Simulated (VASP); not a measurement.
Input of a VASP 6.6.1 run:

Contents of INCAR:

```
PREC = Accurate ; ENCUT = 520
EDIFF = 1E-6 ; ISMEAR = 0
SIGMA = 0.02 ; LREAL = F
LASPH = T ; NELM = 100
ALGO = Normal ; ISIF = 2
LWAVE = F ; LCHARG = F
GGA = PE ; NBANDS = 15
```

The input KPOINTS:

```
Automatic mesh
0
Gamma
  8 8 8
```

File POSCAR:

```
CaSe
1.0
    0.0000000000      2.9793658637      2.9793658637
    2.9793658637      0.0000000000      2.9793658637
    2.9793658637      2.9793658637      0.0000000000
Ca Se
1 1
Direct
    0.0000000000      0.0000000000      0.0000000000
    0.5000000000      0.5000000000      0.5000000000
```

Potentials or basis: VASP PAW PBE potentials, release 64 (Ca_sv, Se).

The run is started by

```bash
$ cat potpaw_PBE.64/Ca_sv/POTCAR potpaw_PBE.64/Se/POTCAR > POTCAR
$ mpirun -np 1 vasp_std > vasp.out
```

Q: What does it give for the band gap on the k mesh?

A: 2.07 eV (least direct gap 2.99 eV).

Q: Estimate the pressure.

A: 0.1 GPa.

**Experimental background.**

From a printed reference work, monograph, original work of 1988, for a bulk crystal of CaSe at 2 K: band gap 3.85 eV (indirect).

Measured gap of CaSe: 3.85 eV (indirect; 2 K; a printed reference work, monograph, original work of 1988). This calculation gives 2.07 eV (-1.78 eV). Spin-orbit coupling on Se is left out. The value is that of PBE on a finite k mesh, which can miss the band edges, without temperature or zero-point motion. Semilocal functionals fall short of measured gaps as a rule.
